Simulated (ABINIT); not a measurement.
# BAs (F-43m): bands and cutoff in G0W0 with ABINIT, part 2 of 2

Wanted: a converged G0W0 gap of BAs (F-43m), or an estimate of the limit.

ABINIT 10.8.3; PBE and many-body steps on it, plane waves. Known limits of the many-body steps: not at the basis limit; no spin-orbit coupling.

So far. Step 3 (Screening, 6×6×6 mesh, 74 bands, screening to 125.2 eV): Local fields lower ε∞ by 8 %. Step 4 (74 bands, 125.2 eV): The gap on the mesh goes from 1.29 eV to 1.80 eV, a correction of +0.51 eV.

### Step 6. 111 bands, 170.3 eV

This step: G0W0 on PBE, plane waves, norm-conserving pseudopotentials.

run.abi reads:

```
acell 3*1.0 Angstrom
rprim 
  -0.000000000000 2.388500000000 2.388500000000
  2.388500000000 -0.000000000000 2.388500000000
  2.388500000000 2.388500000000 -0.000000000000
ntypat 2
znucl 5 33
natom 2
typat 1 2
xred 
  0.000000000000 0.000000000000 0.000000000000
  0.250000000000 0.250000000000 0.250000000000
pp_dirpath "pseudos"
pseudos "B.upf, As.upf"
ecut 44
ngkpt 6 6 6
nshiftk 1
shiftk 0 0 0
kptopt 1
chksymbreak 0
istwfk *1
occopt 1
irdwfk 1
optdriver 4
nband 111
gwcalctyp 0
ecutsigx 44
symsigma 1
nkptgw 4
kptgw 
  0.0000000000 0.0000000000 0.0000000000
  0.3333333333 0.3333333333 0.0000000000
  0.5000000000 0.0000000000 0.0000000000
  0.5000000000 0.5000000000 0.0000000000
bdgw 
  11 16
  12 15
  12 16
  12 15
ecuteps 6.26
irdscr 1
ppmodel 1
indata_prefix "in"
outdata_prefix "out"
tmpdata_prefix "tmp"
```

Launch:

```console
> OMP_NUM_THREADS=1 mpirun -n 4 abinit run.abi > log
```

The program printed:

```text
.Version 10.8.3 of ABINIT. v10.8.2 released Aug 2026.

 Symmetries : space group F-4 3 m (#216); Bravais cF (face-center cubic)
[... echo of the input left out ...]
== DATASET  1 ==================================================================
-   mpi_nproc: 4, omp_nthreads: 1 (-1 if OMP is not activated)

--- !DatasetInfo
iteration_state: {dtset: 1, }
dimensions: {natom: 2, nkpt: 16, mband: 111, nsppol: 1, nspinor: 1, nspden: 1, mpw: 2637, }
cutoff_energies: {ecut:  44.0, pawecutdg:  -1.0, }
electrons: {nelect:   2.60000000E+01, charge:   0.00000000E+00, occopt:   1.00000000E+00, tsmear:   1.00000000E-02, }

 SIGMA: Calculation of the GW corrections

 Based on a program developped by R.W. Godby, V. Olevano, G. Onida, and L. Reining.
 Incorporated in ABINIT by V. Olevano, G.-M. Rignanese, and M. Torrent.
.Using double precision arithmetic ; gwpc =  8

[... cell and pseudopotentials left out ...]
--------------------------------------------------------------------------------

 ==== K-mesh for the wavefunctions ====
 Number of points in the irreducible wedge :    16
[... list of points left out ...]
 Together with 24 symmetry operations and time-reversal symmetry
 yields   216 points in the full Brillouin Zone.

 ==== Q-mesh for screening function ====
 Number of points in the irreducible wedge :    16
[... list of points left out ...]
 Together with 24 symmetry operations and time-reversal symmetry
 yields   216 points in the full Brillouin Zone.

 vcoul_init : cutoff-mode = AUXILIARY_FUNCTION
 q-points for optical limit:   1
     1)      0.000010    0.000020    0.000030
 setmesh: FFT mesh size selected  =    40x   40x   40
          total number of points  =        64000

 Number of electrons calculated from density =   26.0000; Expected =   26.0000
[...]
matrix elements of self-energy operator (all in [eV])

 Perturbative Calculation

--- !SelfEnergy_ee
iteration_state: {dtset: 1, }
kpoint     : [   0.000,    0.000,    0.000, ]
spin       : 1
KS_gap     :    3.289
QP_gap     :    4.129
Delta_QP_KS:    0.840
data: !SigmaeeData |
     Band     E0 <VxcDFT>   SigX SigC(E0)      Z dSigC/dE  Sig(E)    E-E0       E
       11   7.999 -14.188 -15.543   0.691   0.807  -0.238 -14.724  -0.536   7.463
       12   7.999 -14.188 -15.543   0.691   0.807  -0.238 -14.724  -0.536   7.463
       13   7.999 -14.188 -15.543   0.691   0.807  -0.238 -14.724  -0.536   7.463
[...]
--- !SelfEnergy_ee
iteration_state: {dtset: 1, }
kpoint     : [   0.333,    0.333,    0.000, ]
spin       : 1
KS_gap     :    4.744
QP_gap     :    5.547
Delta_QP_KS:    0.803
data: !SigmaeeData |
     Band     E0 <VxcDFT>   SigX SigC(E0)      Z dSigC/dE  Sig(E)    E-E0       E
[...]
--- !SelfEnergy_ee
iteration_state: {dtset: 1, }
kpoint     : [   0.500,    0.000,    0.000, ]
spin       : 1
KS_gap     :    4.519
QP_gap     :    5.301
Delta_QP_KS:    0.782
data: !SigmaeeData |
     Band     E0 <VxcDFT>   SigX SigC(E0)      Z dSigC/dE  Sig(E)    E-E0       E
[...]
--- !SelfEnergy_ee
iteration_state: {dtset: 1, }
kpoint     : [   0.500,    0.500,    0.000, ]
spin       : 1
KS_gap     :    5.527
QP_gap     :    6.305
Delta_QP_KS:    0.779
data: !SigmaeeData |
     Band     E0 <VxcDFT>   SigX SigC(E0)      Z dSigC/dE  Sig(E)    E-E0       E
[...]
14   9.452 -11.169  -7.018  -4.171   0.817  -0.224 -11.185  -0.016   9.436
       15   9.457 -11.373  -7.114  -4.187   0.820  -0.219 -11.314   0.059   9.516

== END DATASET(S) ==============================================================
================================================================================

 -outvars: echo values of variables after computation  --------
           etotal      0.0000000000E+00
            nband         111
             nkpt          16
          spgroup         216
 [... the other variables as echoed above ...]

 Calculation completed.
```

Elapsed: 21 s, on 4 MPI ranks of Arm Neoverse V1, shared host; peak memory 0.94 GiB.

Numbers from this step:

```
G0W0 gap on the mesh                         : 1.879 eV
starting gap on the mesh                     : 1.293 eV
k of the valence top                         : 0, 0, 0
k of the conduction bottom                   : 0.3333, 0.3333, 0
Z at the valence top                         : 0.807
Z at the conduction bottom                   : 0.817
least direct G0W0 gap on the computed points : 4.129 eV
```

Against G0W0 in ABINIT (6×6×6 mesh, 74 bands, screening to 125.2 eV, Godby-Needs plasmon pole), the gap moves by +0.077 eV.

### Step 7. Screening, 6×6×6 mesh, 162 bands, screening to 225.3 eV

This step: RPA screening on PBE, plane waves, norm-conserving pseudopotentials.

Edit run.abi of step 6 so:

```diff
@@ -23,21 +23,8 @@
 irdwfk 1
-optdriver 4
-nband 111
-gwcalctyp 0
-ecutsigx 44
-symsigma 1
-nkptgw 4
-kptgw 
-  0.0000000000 0.0000000000 0.0000000000
-  0.3333333333 0.3333333333 0.0000000000
-  0.5000000000 0.0000000000 0.0000000000
-  0.5000000000 0.5000000000 0.0000000000
-bdgw 
-  11 16
-  12 15
-  12 16
-  12 15
-ecuteps 6.26
-irdscr 1
-ppmodel 1
+optdriver 3
+nband 162
+ecuteps 8.28
+inclvkb 2
+awtr 1
+symchi 1
 indata_prefix "in"
```

The program printed:

```text
.Version 10.8.3 of ABINIT. v10.8.2 released Aug 2026.

 Symmetries : space group F-4 3 m (#216); Bravais cF (face-center cubic)
[... echo of the input left out ...]
== DATASET  1 ==================================================================
-   mpi_nproc: 4, omp_nthreads: 1 (-1 if OMP is not activated)

--- !DatasetInfo
iteration_state: {dtset: 1, }
dimensions: {natom: 2, nkpt: 16, mband: 162, nsppol: 1, nspinor: 1, nspden: 1, mpw: 2637, }
cutoff_energies: {ecut:  44.0, pawecutdg:  -1.0, }
[...]
--------------------------------------------------------------------------------
[... chi0 elements left out ...]
 For q-point:  0.000010 0.000020 0.000030
  dielectric constant =  10.5135
  dielectric constant without local fields =  11.5138

  Average fulfillment of the sum rule on Im[epsilon] for q-point    1 :     61.38  [%]
[... wings left out ...]
  q-point number  2        q = ( 0.166667, 0.000000, 0.000000) [r.l.u.]
--------------------------------------------------------------------------------
[... chi0 elements left out ...]
  Average fulfillment of the sum rule on Im[epsilon] for q-point    2 :     71.27  [%]

 [... 14 further q-points ...]
```

The job ended after 4.2 min (4 MPI ranks; peak memory 1.5 GiB; 17 min of CPU time).

This step gave:

```yaml
eps_infinity_with_local_fields_on_this_mesh_along_the_program_s_q_direction: 10.51
the_same_without_local_fields: 11.51
plasma_frequency: 36.27 eV
plane_waves_in_the_screening_matrix: 181
```

### Step 8. 162 bands, 225.3 eV

This step: G0W0 on PBE, plane waves, norm-conserving pseudopotentials.

Edit run.abi of step 7 so:

```diff
@@ -23,8 +23,21 @@
 irdwfk 1
-optdriver 3
+optdriver 4
 nband 162
+gwcalctyp 0
+ecutsigx 44
+symsigma 1
+nkptgw 4
+kptgw 
+  0.0000000000 0.0000000000 0.0000000000
+  0.3333333333 0.3333333333 0.0000000000
+  0.5000000000 0.0000000000 0.0000000000
+  0.5000000000 0.5000000000 0.0000000000
+bdgw 
+  11 16
+  12 15
+  12 16
+  12 15
 ecuteps 8.28
-inclvkb 2
-awtr 1
-symchi 1
+irdscr 1
+ppmodel 1
 indata_prefix "in"
```

The program printed:

```text
.Version 10.8.3 of ABINIT. v10.8.2 released Aug 2026.

 Symmetries : space group F-4 3 m (#216); Bravais cF (face-center cubic)
[... echo of the input left out ...]
== DATASET  1 ==================================================================
-   mpi_nproc: 4, omp_nthreads: 1 (-1 if OMP is not activated)

--- !DatasetInfo
iteration_state: {dtset: 1, }
dimensions: {natom: 2, nkpt: 16, mband: 162, nsppol: 1, nspinor: 1, nspden: 1, mpw: 2637, }
cutoff_energies: {ecut:  44.0, pawecutdg:  -1.0, }
[...]
Band     E0 <VxcDFT>   SigX SigC(E0)      Z dSigC/dE  Sig(E)    E-E0       E
[...]
14   9.452 -11.169  -7.018  -4.245   0.817  -0.223 -11.246  -0.077   9.375
       15   9.457 -11.373  -7.114  -4.258   0.821  -0.218 -11.372   0.001   9.458

== END DATASET(S) ==============================================================
================================================================================

 -outvars: echo values of variables after computation  --------
           etotal      0.0000000000E+00
            nband         162
             nkpt          16
          spgroup         216
 [... the other variables as echoed above ...]

 Calculation completed.
```

The job ended after 46 s (4 MPI ranks; peak memory 1.4 GiB).

This step gave:

```
G0W0 gap on the mesh                         : 1.910 eV
starting gap on the mesh                     : 1.293 eV
k of the valence top                         : 0, 0, 0
k of the conduction bottom                   : 0.3333, 0.3333, 0
least direct G0W0 gap on the computed points : 4.145 eV
```

Against G0W0 in ABINIT (6×6×6 mesh, 111 bands, screening to 170.3 eV, Godby-Needs plasmon pole), the gap moves by +0.031 eV.

### Step 9. Screening, 6×6×6 mesh, 243 bands, screening to 300.4 eV

This step: RPA screening on PBE, plane waves, norm-conserving pseudopotentials.

Edit run.abi of step 8 so:

```diff
@@ -23,21 +23,8 @@
 irdwfk 1
-optdriver 4
-nband 162
-gwcalctyp 0
-ecutsigx 44
-symsigma 1
-nkptgw 4
-kptgw 
-  0.0000000000 0.0000000000 0.0000000000
-  0.3333333333 0.3333333333 0.0000000000
-  0.5000000000 0.0000000000 0.0000000000
-  0.5000000000 0.5000000000 0.0000000000
-bdgw 
-  11 16
-  12 15
-  12 16
-  12 15
-ecuteps 8.28
-irdscr 1
-ppmodel 1
+optdriver 3
+nband 243
+ecuteps 11.04
+inclvkb 2
+awtr 1
+symchi 1
 indata_prefix "in"
```

The program printed:

```text
.Version 10.8.3 of ABINIT. v10.8.2 released Aug 2026.

 Symmetries : space group F-4 3 m (#216); Bravais cF (face-center cubic)
[... echo of the input left out ...]
== DATASET  1 ==================================================================
-   mpi_nproc: 4, omp_nthreads: 1 (-1 if OMP is not activated)

--- !DatasetInfo
iteration_state: {dtset: 1, }
dimensions: {natom: 2, nkpt: 16, mband: 243, nsppol: 1, nspinor: 1, nspden: 1, mpw: 2637, }
cutoff_energies: {ecut:  44.0, pawecutdg:  -1.0, }
[...]
--------------------------------------------------------------------------------
[... chi0 elements left out ...]
 For q-point:  0.000010 0.000020 0.000030
  dielectric constant =  10.5140
  dielectric constant without local fields =  11.5172

  Average fulfillment of the sum rule on Im[epsilon] for q-point    1 :     74.40  [%]
[... wings left out ...]
  q-point number  2        q = ( 0.166667, 0.000000, 0.000000) [r.l.u.]
--------------------------------------------------------------------------------
[... chi0 elements left out ...]
  Average fulfillment of the sum rule on Im[epsilon] for q-point    2 :     84.96  [%]

 [... 14 further q-points ...]
```

Elapsed: 11 min, on 4 MPI ranks; peak memory 2.6 GiB; 43 min of CPU time.

This step gave:

| Property | Result |
| --- | --- |
| ε∞ with local fields, on this mesh, along the program's q direction | 10.51 |
| the same without local fields | 11.52 |
| plasma frequency | 36.27 eV |
| plane waves in the screening matrix | 331 |

### Step 10. 243 bands, 300.4 eV

This step: G0W0 on PBE, plane waves, norm-conserving pseudopotentials.

Edit run.abi of step 9 so:

```diff
@@ -23,8 +23,21 @@
 irdwfk 1
-optdriver 3
+optdriver 4
 nband 243
+gwcalctyp 0
+ecutsigx 44
+symsigma 1
+nkptgw 4
+kptgw 
+  0.0000000000 0.0000000000 0.0000000000
+  0.3333333333 0.3333333333 0.0000000000
+  0.5000000000 0.0000000000 0.0000000000
+  0.5000000000 0.5000000000 0.0000000000
+bdgw 
+  11 16
+  12 15
+  12 16
+  12 15
 ecuteps 11.04
-inclvkb 2
-awtr 1
-symchi 1
+irdscr 1
+ppmodel 1
 indata_prefix "in"
```

The program printed:

```text
.Version 10.8.3 of ABINIT. v10.8.2 released Aug 2026.

 Symmetries : space group F-4 3 m (#216); Bravais cF (face-center cubic)
[... echo of the input left out ...]
== DATASET  1 ==================================================================
-   mpi_nproc: 4, omp_nthreads: 1 (-1 if OMP is not activated)

--- !DatasetInfo
iteration_state: {dtset: 1, }
dimensions: {natom: 2, nkpt: 16, mband: 243, nsppol: 1, nspinor: 1, nspden: 1, mpw: 2637, }
cutoff_energies: {ecut:  44.0, pawecutdg:  -1.0, }
[...]
Band     E0 <VxcDFT>   SigX SigC(E0)      Z dSigC/dE  Sig(E)    E-E0       E
[...]
14   9.452 -11.169  -7.018  -4.299   0.818  -0.223 -11.290  -0.121   9.331
       15   9.457 -11.373  -7.114  -4.311   0.821  -0.219 -11.416  -0.042   9.415

== END DATASET(S) ==============================================================
================================================================================

 -outvars: echo values of variables after computation  --------
           etotal      0.0000000000E+00
            nband         243
             nkpt          16
          spgroup         216
 [... the other variables as echoed above ...]

 Calculation completed.
```

Elapsed: 3.1 min, on 4 MPI ranks; peak memory 2.6 GiB.

Numbers from this step:

| Item | Value |
| --- | --- |
| G0W0 gap on the mesh | 1.939 eV |
| starting gap on the mesh | 1.293 eV |
| k of the valence top | 0, 0, 0 |
| k of the conduction bottom | 0.3333, 0.3333, 0 |
| least direct G0W0 gap on the computed points | 4.163 eV |

Against G0W0 in ABINIT (6×6×6 mesh, 162 bands, screening to 225.3 eV, Godby-Needs plasmon pole), the gap moves by +0.029 eV.

### Step 11. Screening, 6×6×6 mesh, 354 bands, screening to 390.5 eV

This step: RPA screening on PBE, plane waves, norm-conserving pseudopotentials.

Edit run.abi of step 10 so:

```diff
@@ -23,21 +23,8 @@
 irdwfk 1
-optdriver 4
-nband 243
-gwcalctyp 0
-ecutsigx 44
-symsigma 1
-nkptgw 4
-kptgw 
-  0.0000000000 0.0000000000 0.0000000000
-  0.3333333333 0.3333333333 0.0000000000
-  0.5000000000 0.0000000000 0.0000000000
-  0.5000000000 0.5000000000 0.0000000000
-bdgw 
-  11 16
-  12 15
-  12 16
-  12 15
-ecuteps 11.04
-irdscr 1
-ppmodel 1
+optdriver 3
+nband 354
+ecuteps 14.35
+inclvkb 2
+awtr 1
+symchi 1
 indata_prefix "in"
```

The program printed:

```text
.Version 10.8.3 of ABINIT. v10.8.2 released Aug 2026.

 Symmetries : space group F-4 3 m (#216); Bravais cF (face-center cubic)
[... echo of the input left out ...]
== DATASET  1 ==================================================================
-   mpi_nproc: 4, omp_nthreads: 1 (-1 if OMP is not activated)

--- !DatasetInfo
iteration_state: {dtset: 1, }
dimensions: {natom: 2, nkpt: 16, mband: 354, nsppol: 1, nspinor: 1, nspden: 1, mpw: 2637, }
cutoff_energies: {ecut:  44.0, pawecutdg:  -1.0, }
[...]
--------------------------------------------------------------------------------
[... chi0 elements left out ...]
 For q-point:  0.000010 0.000020 0.000030
  dielectric constant =  10.5149
  dielectric constant without local fields =  11.5192

  Average fulfillment of the sum rule on Im[epsilon] for q-point    1 :     87.31  [%]
[... wings left out ...]
  q-point number  2        q = ( 0.166667, 0.000000, 0.000000) [r.l.u.]
--------------------------------------------------------------------------------
[... chi0 elements left out ...]
  Average fulfillment of the sum rule on Im[epsilon] for q-point    2 :     98.02  [%]

 [... 14 further q-points ...]
```

Run time: 27 min. Hardware: 4 MPI ranks; peak memory 3.6 GiB.

This step gave:

| Item | Value |
| --- | --- |
| ε∞ with local fields, on this mesh, along the program's q direction | 10.51 |
| the same without local fields | 11.52 |
| plasma frequency | 36.27 eV |
| plane waves in the screening matrix | 531 |

### Step 12. 354 bands, 390.5 eV

This step: G0W0 on PBE, plane waves, norm-conserving pseudopotentials.

Edit run.abi of step 11 so:

```diff
@@ -23,8 +23,21 @@
 irdwfk 1
-optdriver 3
+optdriver 4
 nband 354
+gwcalctyp 0
+ecutsigx 44
+symsigma 1
+nkptgw 4
+kptgw 
+  0.0000000000 0.0000000000 0.0000000000
+  0.3333333333 0.3333333333 0.0000000000
+  0.5000000000 0.0000000000 0.0000000000
+  0.5000000000 0.5000000000 0.0000000000
+bdgw 
+  11 16
+  12 15
+  12 16
+  12 15
 ecuteps 14.35
-inclvkb 2
-awtr 1
-symchi 1
+irdscr 1
+ppmodel 1
 indata_prefix "in"
```

The program printed:

```text
.Version 10.8.3 of ABINIT. v10.8.2 released Aug 2026.

 Symmetries : space group F-4 3 m (#216); Bravais cF (face-center cubic)
[... echo of the input left out ...]
== DATASET  1 ==================================================================
-   mpi_nproc: 4, omp_nthreads: 1 (-1 if OMP is not activated)

--- !DatasetInfo
iteration_state: {dtset: 1, }
dimensions: {natom: 2, nkpt: 16, mband: 354, nsppol: 1, nspinor: 1, nspden: 1, mpw: 2637, }
cutoff_energies: {ecut:  44.0, pawecutdg:  -1.0, }
[...]
Band     E0 <VxcDFT>   SigX SigC(E0)      Z dSigC/dE  Sig(E)    E-E0       E
[...]
14   9.452 -11.169  -7.018  -4.328   0.818  -0.223 -11.313  -0.144   9.307
       15   9.457 -11.373  -7.114  -4.344   0.821  -0.219 -11.443  -0.070   9.387

== END DATASET(S) ==============================================================
================================================================================

 -outvars: echo values of variables after computation  --------
           etotal      0.0000000000E+00
            nband         354
             nkpt          16
          spgroup         216
 [... the other variables as echoed above ...]

 Calculation completed.
```

The job ended after 11 min (4 MPI ranks; peak memory 4 GiB; 44 min of CPU time).

This step gave:

```
G0W0 gap on the mesh                         : 1.953 eV
starting gap on the mesh                     : 1.293 eV
k of the valence top                         : 0, 0, 0
k of the conduction bottom                   : 0.3333, 0.3333, 0
least direct G0W0 gap on the computed points : 4.169 eV
```

Against G0W0 in ABINIT (6×6×6 mesh, 243 bands, screening to 300.4 eV, Godby-Needs plasmon pole), the gap moves by +0.014 eV.

### Step 13. Side by side

Times are wall times on 4 MPI ranks of Arm Neoverse V1, shared host, good to a factor of about two. A run's time includes the screening step that it read.

```
                run   mesh  bands  screening cutoff (eV)  DFT gap (eV)  gap on the mesh (eV)  direct (eV)  ε∞ used     time
 74 bands, 125.2 eV  6×6×6     74                  125.2         1.293                 1.802        4.075    10.53     63 s
111 bands, 170.3 eV  6×6×6    111                  170.3         1.293                 1.879        4.129    10.51  2.1 min
162 bands, 225.3 eV  6×6×6    162                  225.3         1.293                 1.910        4.145    10.51  4.9 min
243 bands, 300.4 eV  6×6×6    243                  300.4         1.293                 1.939        4.163    10.51   14 min
354 bands, 390.5 eV  6×6×6    354                  390.5         1.293                 1.953        4.169    10.51   38 min
```

### Step 14. Outcome

```json
{
 "74 bands, 125.2 eV": "1.802 eV",
 "111 bands, 170.3 eV": "1.879 eV",
 "162 bands, 225.3 eV": "1.910 eV",
 "243 bands, 300.4 eV": "1.939 eV",
 "354 bands, 390.5 eV": "1.953 eV",
 "known limits": "not at the basis limit; no spin-orbit coupling"
}
```

In words: From the first rung to the last the gap moves by +0.15 eV for 36 times the time. A denser mesh or path gives a starting gap of 1.21 eV: the GW mesh misses a band edge, so its gaps are not the fundamental one. The many-body steps are scalar-relativistic: spin-orbit coupling is not in them.

[Paths, hosts, dates, memory and timing lines, banners, echoed tables and standing remarks are left out of the program output.]

[Logs are printed without paths, hosts, clocks, repeated set-up lines and the standing remarks that a program may print on its own settings, such as how far it seeks lower states.]

[Runs of the session that timed out or met a known fault of the program may be left out.]

[Hosts, paths, dates, database ids (printed as entryN), source tags and the programs' standing remarks are cut or masked in the printed files.]

[G0W0 gaps are taken among the corrected bands and points alone; a level outside them can change the order at an edge.]

[Where Ansatz stands beside ABINIT at settings called matched, ABINIT's density can come from a denser mesh and the files from another edition; pairs whose starting gaps differed by over 0.03 eV were left out, so agreement reads better than it is.]
